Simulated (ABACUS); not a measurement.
## Ge in ABACUS: the effect of exact exchange share

Ge:

```xyz
2
Lattice="0.0000 2.8289 2.8289 2.8289 0.0000 2.8289 2.8289 2.8289 0.0000" Properties=species:S:1:pos:R:3 pbc="T T T"
Ge    4.2434    4.2434    4.2434
Ge    2.8289    2.8289    2.8289
```

Alike in all runs:

```yaml
Program: ABACUS 3.10.1
Task: single point
Potentials_or_basis: SG15 ONCV 1.2 PBE
Cutoff: 1361 eV
Density_cutoff: 5442 eV
Basis: DZP LCAO (the cutoffs set its grid)
k_mesh: 4 × 4 × 4
Occupations: fermi-dirac, width 0.05 eV
Spin: no spin polarisation
```

```tsv
exact exchange share	functional	gap on the mesh (eV)
0.1	PBE0-type (share 0.1)	?
0.25	PBE0-type (share 0.25)	1.62
0.4	PBE0-type (share 0.4)	2.58
```

Problem. What does the run with exact exchange share 0.1 give?

Solution. gap on the mesh 0.72 eV.

Caveats: all runs use coarse meshes; the atomic orbitals were generated for these runs and aren't a published set; gaps of hybrids in this basis differ from plane-wave ones by up to 0.1 eV; the basis of atomic orbitals isn't converged, which shifts pressures, moduli and gaps.

A k mesh can miss the band edges.
